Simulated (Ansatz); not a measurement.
Runs of Ansatz 0.2.0 on CuO (Tenorite). The structure is monoclinic, space group C2/c (No. 15). The conventional cell has a = 4.684 Å, b = 3.423 Å, c = 5.129 Å, α = 90.00°, β = 99.54°, γ = 90.00°. Cu (site symmetry -1) has 4 O at 1.95 to 1.96 Å as nearest neighbours. O (site symmetry 2) has 4 Cu at 1.95 to 1.96 Å as nearest neighbours. 

```csv
share of exact exchange,gap on the mesh (eV),pressure (GPa),largest force (eV/Å)
0.4,none,-3.2,0.27
0.3,none,(a),0.28
0.5,none,-5.2,(b)
0.25,none,0.0,0.28
```

Alike in all rows: task single point; level HSE06 form with a typed share of exact exchange; potentials or basis Ansatz PAW; no spin polarisation; cell as given; k mesh 5 × 5 × 3; cutoff (eV) 420; smearing fermi-dirac 0.05 eV; the mesh is coarse, so values aren't converged.

Question: Fill in the values left out.

Answer: (a) -1.1; (b) 0.25.

Caveats: all runs use coarse meshes; the run has no spin polarisation, though such a crystal can be magnetic; the PAW data sets come from PBE, with cores solved anew for the run's functional, which leaves a small shift of forces and pressure; the thresholds are loose for stress.

A gap of «none» marks a metal or a gap under the smearing width.
